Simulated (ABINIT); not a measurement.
# Al (Fm-3m) in ABINIT: notebook

One crystal, Al, is run at these levels: PBE, PBEsol; tasks: single point, relaxation of cell and atoms.

Program: ABINIT 10.8.3 (patched build). These are calculated values, not measurements. Logs are shortened: lines on timing, memory, paths and dates and some standing lists are left out, and cuts for length are marked. The log counts tension as positive stress, the text compression.

## (1) Starting point

The structure is cubic, space group Fm-3m (No. 225). The conventional cell has a = 4.050 Å, b = 4.050 Å, c = 4.050 Å, α = 90.00°, β = 90.00°, γ = 90.00°. Around Al (site symmetry m-3m) lie 12 Al at 2.86 Å.

## (2) Single point, PBE

Contents of run.abi:

```
# Pseudopotentials
pp_dirpath "./"
pseudos "Al.upf"

# Structure
acell 2.8635066922 2.8635066922 2.8635066922 Angstrom
rprim
     0.0000000000     0.7071067812     0.7071067812
     0.7071067812     0.0000000000     0.7071067812
     0.7071067812     0.7071067812     0.0000000000
ntypat 1
znucl 13
natom 1
typat 1
xcart
     0.0000000000     0.0000000000     0.0000000000 Angstrom

# Plane-wave basis
ecut 16.0

# k points
kptopt 1
ngkpt 8 8 8
nshiftk 1
shiftk 0.0 0.0 0.0

# Exchange and correlation
ixc 11

# Bands and occupations
nband 6
occopt 3
tsmear 0.05 eV

# SCF cycle
nstep 100
tolvrs 1.0e-10

# Output
iomode 3
prtwf 0
prtden 0
prteig 0
prtebands 0
```

Potentials or basis: PseudoDojo NC SR PBE v0.4.1 standard.

Run with:

```sh
$ abinit run.abi > log 2>&1
```

run.abo:

```text
.Version 10.8.3 of ABINIT
 Symmetries : space group Fm -3 m (#225); Bravais cF (face-center cubic)
================================================================================
 Values of the parameters that define the memory need of the present run
     intxc =       0    ionmov =       0      iscf =       7    lmnmax =       6
     lnmax =       6     mgfft =      20  mpssoang =       3    mqgrid =    3001
     natom =       1  nloc_mem =       1    nspden =       1   nspinor =       1
    nsppol =       1      nsym =      48    n1xccc =    2501    ntypat =       1
    occopt =       3   xclevel =       2
       mpw =         360          nfft =        8000          nkpt =          29
================================================================================
================================================================================

--------------------------------------------------------------------------------
------------- Echo of variables that govern the present computation ------------
--------------------------------------------------------------------------------
 -outvars: echo values of preprocessed input variables --------
            acell      5.4112434080E+00  5.4112434080E+00  5.4112434080E+00 Bohr
              amu      2.69815390E+01
             ecut      1.60000000E+01 Hartree
              ixc          11
         kptrlatt        8    0    0      0    8    0      0    0    8
          kptrlen      4.32899473E+01
            natom           1
            nband           6
            ngfft          20      20      20
             nkpt          29
            nstep         100
             nsym          48
           ntypat           1
           occopt           3
           prtden           0
        prtebands           0
           prteig           0
            prtwf           0
            rprim      0.0000000000E+00  7.0710678120E-01  7.0710678120E-01
                       7.0710678120E-01  0.0000000000E+00  7.0710678120E-01
                       7.0710678120E-01  7.0710678120E-01  0.0000000000E+00
          spgroup         225
           tolvrs      1.00000000E-10
           tsmear      1.83746611E-03 Hartree
            typat      1
            znucl       13.00000

================================================================================

 chkinp: Checking input parameters for consistency.

================================================================================
== DATASET  1 ==================================================================

--- !DatasetInfo
iteration_state: {dtset: 1, }
dimensions: {natom: 1, nkpt: 29, mband: 6, nsppol: 1, nspinor: 1, nspden: 1, mpw: 360, }
cutoff_energies: {ecut:  16.0, pawecutdg:  -1.0, }
electrons: {nelect:   3.00000000E+00, charge:   0.00000000E+00, occopt:   3.00000000E+00, tsmear:   1.83746611E-03, }
meta: {optdriver: 0, ionmov: 0, optcell: 0, iscf: 7, paral_kgb: 0, }
...

 Exchange-correlation functional for the present dataset will be:
  GGA: Perdew-Burke-Ernzerhof functional - ixc=11
  J.P.Perdew, K.Burke, M.Ernzerhof, PRL 77, 3865 (1996)

 Real(R)+Recip(G) space primitive vectors, cartesian coordinates (Bohr,Bohr^-1):
 R(1)=  0.0000000  3.8263269  3.8263269  G(1)= -0.1306736  0.1306736  0.1306736
 R(2)=  3.8263269  0.0000000  3.8263269  G(2)=  0.1306736 -0.1306736  0.1306736
 R(3)=  3.8263269  3.8263269  0.0000000  G(3)=  0.1306736  0.1306736 -0.1306736
 Unit cell volume ucvol=  1.1204080E+02 bohr^3
 Angles (23,13,12)=  6.00000000E+01  6.00000000E+01  6.00000000E+01 degrees

 getcut: wavevector=  0.0000  0.0000  0.0000  ngfft=  20  20  20
         ecut(hartree)=     16.000   => boxcut(ratio)=   2.05262

--- Pseudopotential description ------------------------------------------------
- pspini: atom type   1  psp file is ./Al.upf
12 -101130 2 -1 1876                          pspcod,pspxc,lmax,lloc,mmax
     nproj     2     2     2

   1.22442163E+01                                ecore*ucvol(ha*bohr**3)
--------------------------------------------------------------------------------

================================================================================

--- !BeginCycle
iteration_state: {dtset: 1, }
solver: {iscf: 7, nstep: 100, nline: 4, wfoptalg: 0, }
tolerances: {tolvrs: 1.00E-10, }
...

     iter   Etot(hartree)      deltaE(h)  residm     vres2
 ETOT  1  -2.3165123726293    -2.317E+00 3.777E-02 5.824E-01
 ETOT  2  -2.3173447790943    -8.324E-04 1.300E-03 2.319E-02
 ETOT  3  -2.3173491095962    -4.331E-06 6.211E-04 2.625E-04
 ETOT  4  -2.3173491830940    -7.350E-08 1.004E-03 7.427E-07
 ETOT  5  -2.3173491832445    -1.505E-10 1.703E-03 7.371E-09
 ETOT  6  -2.3173491832464    -1.918E-12 3.882E-04 2.689E-11

 At SCF step    6       vres2   =  2.69E-11 < tolvrs=  1.00E-10 =>converged.

 Cartesian components of stress tensor (hartree/bohr^3)
  sigma(1 1)=  2.90267848E-05  sigma(3 2)=  0.00000000E+00
  sigma(2 2)=  2.90267848E-05  sigma(3 1)=  0.00000000E+00
  sigma(3 3)=  2.90267848E-05  sigma(2 1)=  0.00000000E+00

--- !ResultsGS
iteration_state: {dtset: 1, }
comment   : Summary of ground state results
lattice_vectors:
- [  0.0000000,   3.8263269,   3.8263269, ]
- [  3.8263269,   0.0000000,   3.8263269, ]
- [  3.8263269,   3.8263269,   0.0000000, ]
lattice_lengths: [   5.41124,    5.41124,    5.41124, ]
lattice_angles: [ 60.000,  60.000,  60.000, ] # degrees, (23, 13, 12)
lattice_volume:   1.1204080E+02
convergence: {deltae: -1.918E-12, res2:  2.689E-11, residm:  3.882E-04, diffor: null, }
etotal    :  -2.31734918E+00
entropy   :   0.00000000E+00
fermie    :   2.54348883E-01
cartesian_stress_tensor: # hartree/bohr^3
- [  2.90267848E-05,   0.00000000E+00,   0.00000000E+00, ]
- [  0.00000000E+00,   2.90267848E-05,   0.00000000E+00, ]
- [  0.00000000E+00,   0.00000000E+00,   2.90267848E-05, ]
pressure_GPa:  -8.5400E-01
xred      :
- [  0.0000E+00,   0.0000E+00,   0.0000E+00, Al]
cartesian_forces: # hartree/bohr
- [ -0.00000000E+00,  -0.00000000E+00,  -0.00000000E+00, ]
force_length_stats: {min:   0.00000000E+00, max:   0.00000000E+00, mean:   0.00000000E+00, }
...

 Integrated electronic density in atomic spheres:
 ------------------------------------------------
 Atom  Sphere_radius  Integrated_density
    1        2.00000          0.85690060
================================================================================

 ----iterations are completed or convergence reached----

 Mean square residual over all n,k,spin=   26.206E-07; max=  38.816E-05
 reduced coordinates (array xred) for    1 atoms
       0.000000000000      0.000000000000      0.000000000000
 rms dE/dt=  0.0000E+00; max dE/dt=  0.0000E+00; dE/dt below (all hartree)
    1       0.000000000000      0.000000000000      0.000000000000

 cartesian coordinates (angstrom) at end:
    1      0.00000000000000     0.00000000000000     0.00000000000000

 cartesian forces (hartree/bohr) at end:
    1     -0.00000000000000    -0.00000000000000    -0.00000000000000
 frms,max,avg= 0.0000000E+00 0.0000000E+00   0.000E+00  0.000E+00  0.000E+00 h/b

 cartesian forces (eV/Angstrom) at end:
    1     -0.00000000000000    -0.00000000000000    -0.00000000000000
 frms,max,avg= 0.0000000E+00 0.0000000E+00   0.000E+00  0.000E+00  0.000E+00 e/A
 length scales=  5.411243407962  5.411243407962  5.411243407962 bohr
              =  2.863506692200  2.863506692200  2.863506692200 angstroms
 Fermi (or HOMO) energy (hartree) =   0.25435   Average Vxc (hartree)=  -0.36330
 Eigenvalues (hartree) for nkpt=  29  k points:
 kpt#   1, nband=  6, wtk=  0.00195, kpt=  0.0000  0.0000  0.0000 (reduced coord)
  -0.15508    0.71526    0.71526    0.71526    0.76896    0.76896
      occupation numbers for kpt#   1
   2.00000    0.00000    0.00000    0.00000    0.00000    0.00000
 prteigrs : prtvol=0 or 1, do not print more k-points.

--- !EnergyTerms
iteration_state     : {dtset: 1, }
comment             : Components of total free energy in Hartree
kinetic             :  8.51318033505861E-01
hartree             :  3.82206854713029E-03
xc                  : -1.08175552598812E+00
Ewald energy        : -2.69604242226570E+00
psp_core            :  1.09283547192052E-01
local_psp           :  1.20612387570896E-01
non_local_psp       :  3.75563901358271E-01
internal            : -2.31719801007960E+00
'-kT*entropy'       : -1.51173166845417E-04
total_energy        : -2.31734918324645E+00
total_energy_eV     : -6.30582836921278E+01
band_energy         :  2.72225316596732E-01
...

 Cartesian components of stress tensor (hartree/bohr^3)
  sigma(1 1)=  2.90267848E-05  sigma(3 2)=  0.00000000E+00
  sigma(2 2)=  2.90267848E-05  sigma(3 1)=  0.00000000E+00
  sigma(3 3)=  2.90267848E-05  sigma(2 1)=  0.00000000E+00

-Cartesian components of stress tensor (GPa)         [Pressure= -8.5400E-01 GPa]
- sigma(1 1)=  8.53997492E-01  sigma(3 2)=  0.00000000E+00
- sigma(2 2)=  8.53997492E-01  sigma(3 1)=  0.00000000E+00
- sigma(3 3)=  8.53997492E-01  sigma(2 1)=  0.00000000E+00

== END DATASET(S) ==============================================================
================================================================================

 -outvars: echo values of variables after computation  --------
            acell      5.4112434080E+00  5.4112434080E+00  5.4112434080E+00 Bohr
           etotal     -2.3173491832E+00
            fcart     -0.0000000000E+00 -0.0000000000E+00 -0.0000000000E+00
            rprim      0.0000000000E+00  7.0710678120E-01  7.0710678120E-01
                       7.0710678120E-01  0.0000000000E+00  7.0710678120E-01
                       7.0710678120E-01  7.0710678120E-01  0.0000000000E+00
           strten      2.9026784757E-05  2.9026784757E-05  2.9026784757E-05
                       0.0000000000E+00  0.0000000000E+00  0.0000000000E+00
 Calculation completed.
```

Run time: 1.2 s. Hardware: 1 thread of Intel Xeon 6975P-C (Granite Rapids), shared host; peak memory 0.05 GiB.

What came out:

- Free energy: -63.0583 eV
- Pressure: -0.9 GPa
- Band gap on the k mesh: none (metal or under the smearing width)
- Valence electrons inside the program's atomic spheres: Al 0.86 (radii [1.0584] Å)

Caveat: the cutoff is short for stress, so the pressure is rough.

## (3) Single point, PBEsol

run.abi, as its differences from that of step 2:

```diff
@@ -5,3 +5,3 @@
 # Structure
-acell 2.8635066922 2.8635066922 2.8635066922 Angstrom
+acell 5.4112434042 5.4112434042 5.4112434042
 rprim
@@ -14,4 +14,4 @@
 typat 1
-xcart
-     0.0000000000     0.0000000000     0.0000000000 Angstrom
+xred
+     0.0000000000     0.0000000000     0.0000000000
 
@@ -27,3 +27,3 @@
 # Exchange and correlation
-ixc 11
+ixc -116133
 
@@ -41,4 +41,9 @@
 prtwf 0
-prtden 0
 prteig 0
 prtebands 0
+enunit 1
+prtden 1
+prtvha 1
+prtvclmb 1
+prtpot 1
+prtelf 1
```

Potentials or basis: PseudoDojo NC SR PBEsol v0.4.1 standard.

Run with:

```sh
$ abinit run.abi > log 2>&1
```

Wall time 1.9 s (1 thread of Arm Neoverse V1, shared host); peak memory 0.05 GiB.

The run converged. Its results:

| Quantity | Value |
| --- | --- |
| Free energy | -63.1233 eV |
| Pressure | -2.3 GPa |
| Band gap on the k mesh | none (metal or under the smearing width) |
| Valence electrons inside the program's atomic spheres | Al 0.86 (radii [1.0584] Å) |

Levels at points of the mesh, in eV from the Fermi level:
```
           k point  band 1  band 2  band 3  band 4  band 5  band 6
(0.00, 0.00, 0.00)  -11.13   12.54   12.54   12.54   13.96   13.96
(0.50, 0.00, 0.00)   -4.62   -4.41   11.28   11.28   11.38   11.38
(0.50, 0.50, 0.00)   -2.95   -1.65    5.23    5.52    5.52    8.94
```

Caveat: the cutoff is short for stress, so the pressure is rough.

## (4) Relaxation of cell and atoms, PBEsol

run.abi, as its differences from that of step 3:

```diff
@@ -14,7 +14,11 @@
 typat 1
+chkprim 0
+chksymtnons 0
+tolsym 1.0e-6
 xred
-     0.0000000000     0.0000000000     0.0000000000
+            0.0            0.0            0.0
 
 # Plane-wave basis
-ecut 16.0
+ecut 20.0
+ecutsm 0.5
 
@@ -35,4 +39,4 @@
 # SCF cycle
-nstep 100
-tolvrs 1.0e-10
+nstep 80
+tolvrs 1.0e-12
 
@@ -40,10 +44,12 @@
 iomode 3
-prtwf 0
 prteig 0
 prtebands 0
-enunit 1
-prtden 1
-prtvha 1
-prtvclmb 1
-prtpot 1
-prtelf 1
+prtwf 0
+prtden 0
+
+# Relaxation
+ionmov 2
+optcell 2
+ntime 50
+tolmxf 2.0e-5
+dilatmx 1.08
```

Potentials or basis: PseudoDojo NC SR PBEsol v0.4.1 standard.

Run with:

```sh
$ abinit run.abi > log 2>&1
```

run.abo:

```text
.Version 10.8.3 of ABINIT
 Symmetries : space group Fm -3 m (#225); Bravais cF (face-center cubic)
================================================================================
 Values of the parameters that define the memory need of the present run
     intxc =       0    ionmov =       2      iscf =       7    lmnmax =       6
     lnmax =       6     mgfft =      24  mpssoang =       3    mqgrid =    3001
     natom =       1  nloc_mem =       1    nspden =       1   nspinor =       1
    nsppol =       1      nsym =      48    n1xccc =    2501    ntypat =       1
    occopt =       3   xclevel =       2
       mpw =         618          nfft =       13824          nkpt =          29
================================================================================
================================================================================

--------------------------------------------------------------------------------
------------- Echo of variables that govern the present computation ------------
--------------------------------------------------------------------------------
 -outvars: echo values of preprocessed input variables --------
            acell      5.4112434042E+00  5.4112434042E+00  5.4112434042E+00 Bohr
              amu      2.69815390E+01
          chkprim           0
      chksymtnons           0
          dilatmx      1.08000000E+00
             ecut      2.00000000E+01 Hartree
           ecutsm      5.00000000E-01 Hartree
           ionmov           2
              ixc     -116133
         kptrlatt        8    0    0      0    8    0      0    0    8
          kptrlen      4.32899472E+01
            natom           1
[... 437 lines left out ...]
  -0.12361    0.75761    0.75761    0.75761    0.81582    0.81582
      occupation numbers for kpt#   1
   2.00000    0.00000    0.00000    0.00000    0.00000    0.00000
 prteigrs : prtvol=0 or 1, do not print more k-points.

--- !EnergyTerms
iteration_state     : {dtset: 1, itime: 4, icycle: 1, }
comment             : Components of total free energy in Hartree
kinetic             :  8.66149021500064E-01
hartree             :  3.86989872393208E-03
xc                  : -1.08774995308586E+00
Ewald energy        : -2.71881276423930E+00
psp_core            :  1.88127468586512E-02
local_psp           :  1.82331219927929E-01
non_local_psp       :  4.15586188713684E-01
internal            : -2.31981364160089E+00
'-kT*entropy'       : -1.51820432221942E-04
total_energy        : -2.31996546203312E+00
total_energy_eV     : -6.31294762647189E+01
band_energy         :  3.77673206962700E-01
...

 Cartesian components of stress tensor (hartree/bohr^3)
  sigma(1 1)=  3.74008213E-08  sigma(3 2)=  0.00000000E+00
  sigma(2 2)=  3.74008213E-08  sigma(3 1)=  0.00000000E+00
  sigma(3 3)=  3.74008212E-08  sigma(2 1)=  0.00000000E+00

-Cartesian components of stress tensor (GPa)         [Pressure= -1.1004E-03 GPa]
- sigma(1 1)=  1.10037015E-03  sigma(3 2)=  0.00000000E+00
- sigma(2 2)=  1.10037015E-03  sigma(3 1)=  0.00000000E+00
- sigma(3 3)=  1.10037015E-03  sigma(2 1)=  0.00000000E+00

== END DATASET(S) ==============================================================
================================================================================

 -outvars: echo values of variables after computation  --------
            acell      5.3659236771E+00  5.3659236771E+00  5.3659236771E+00 Bohr
           etotal     -2.3199654620E+00
            fcart     -0.0000000000E+00 -0.0000000000E+00 -0.0000000000E+00
            rprim      0.0000000000E+00  7.0710678119E-01  7.0710678119E-01
                       7.0710678119E-01  0.0000000000E+00  7.0710678119E-01
                       7.0710678119E-01  7.0710678119E-01  0.0000000000E+00
           strten      3.7400821250E-08  3.7400821250E-08  3.7400821250E-08
                       0.0000000000E+00  0.0000000000E+00  0.0000000000E+00
 Calculation completed.
```

Run time: 7 s. Hardware: 1 thread of Arm Neoverse V1, shared host; peak memory 0.06 GiB.

What came out:

```
Free energy                            : -63.1295 eV
Relaxed volume                         : 16.19 Å³/atom
Relaxed cell                           : a = 2.840 Å, b = 2.840 Å, c = 2.840 Å, α = 60.00°, β = 60.00°, γ = 60.00°
Space group after relaxing (to 0.05 Å) : Fm-3m (No. 225)
Energy gained by relaxing              : 2.7 meV/atom
Ionic steps                            : 4
Pressure after relaxing                : 0.0 GPa
Band gap on the k mesh                 : none (metal or under the smearing width)
```

Step by step:
| step | energy change (eV) | largest force (eV/Å) | pressure (GPa) | volume (Å³) |
| --- | --- | --- | --- | --- |
| 1 | 0.0000 | 0.0000 | -2.06 | 16.60 |
| 2 | -0.0012 | 0.0000 | -1.57 | 16.50 |
| 3 | -0.0027 | 0.0000 | 0.05 | 16.18 |
| 4 | -0.0027 | 0.0000 | 0.00 | 16.19 |

Final structure:
```yaml
crystal:
  lattice:
    - [0.00000, 2.00785, 2.00785]
    - [2.00785, 0.00000, 2.00785]
    - [2.00785, 2.00785, 0.00000]
  atoms:
    - { symbol: Al, position: [0.00000, 0.00000, 0.00000] }
```

## (5) Single point, PBEsol (cell relaxed)

Contents of run.abi:

```
pp_dirpath "./"
pseudos "Al.upf"

acell 3*1.0
rprim
     0.0000000000     3.7942810246     3.7942810246
     3.7942810246     0.0000000000     3.7942810246
     3.7942810246     3.7942810246     0.0000000000
ntypat 1
znucl 13
natom 1
typat 1
xred
     0.0000000000     0.0000000000     0.0000000000
chkprim 0
chksymtnons 0
tolsym 1.0e-6

ecut 20.0

kptopt 1
ngkpt 8 8 8
nshiftk 1
shiftk 0.0 0.0 0.0

ixc -116133

nband 6
occopt 3
tsmear 0.05 eV

nstep 100
tolvrs 1.0e-10

iomode 3
prtwf 0
prteig 0
prtebands 0
enunit 2
prtden 1
prtvha 1
prtvclmb 1
prtpot 1
prtelf 1
```

Run with:

```sh
$ abinit run.abi > log 2>&1
```

Run time: 2.5 s. Hardware: 1 thread of Arm Neoverse V1, shared host; peak memory 0.07 GiB.

Results (log left out):

```
Free energy                                           : -63.1295 eV
Pressure                                              : 0.0 GPa
Band gap on the k mesh                                : none (metal or under the smearing width)
Valence electrons inside the program's atomic spheres : Al 0.89 (radii [1.0584] Å)
```

Levels at points of the mesh, in eV from the Fermi level:
| k point | band 1 | band 2 | band 3 | band 4 | band 5 |
| --- | --- | --- | --- | --- | --- |
| (0.00, 0.00, 0.00) | -11.30 | 12.68 | 12.68 | 12.68 | 14.26 |
| (0.50, 0.00, 0.00) | -4.71 | -4.44 | 11.50 | 11.50 | 11.54 |
| (0.50, 0.50, 0.00) | -3.01 | -1.65 | 5.24 | 5.63 | 5.63 |

## (6) Overview

| task | level | potentials or basis | cell | cutoff (eV) | cell freedom (optcell) | optimiser (ionmov) | cutoff smearing ecutsm (Ha) | force stop (Ha/bohr) | gap on the mesh (eV) | pressure (GPa) |
| --- | --- | --- | --- | --- | --- | --- | --- | --- | --- | --- |
| single point | PBE | PseudoDojo NC SR PBE v0.4.1 standard | as given | 435 | - | - | - | - | none | -0.9 |
| single point | PBEsol | PseudoDojo NC SR PBEsol v0.4.1 standard | as given | 435 | - | - | - | - | none | -2.3 |
| relaxation of cell and atoms | PBEsol | PseudoDojo NC SR PBEsol v0.4.1 standard | relaxed | 544 | 2 | 2 | 0.5 | 2e-05 | none | 0.0 |
| single point | PBEsol | PseudoDojo NC SR PBEsol v0.4.1 standard | cell relaxed | 544 | - | - | - | - | none | 0.0 |

Alike in all rows: no spin polarisation; k mesh 8 × 8 × 8; smearing fermi-dirac 0.05 eV.

Caveats: the cutoff is short for stress, so the pressure is rough (some runs).

Absolute energies hang on the potentials; compare differences alone.

## (7) Against experiment

Step 4. The cell as given is a measured one (16.60 Å³/atom); PBEsol puts the equilibrium volume -2.5 % from it, thermal expansion not counted.
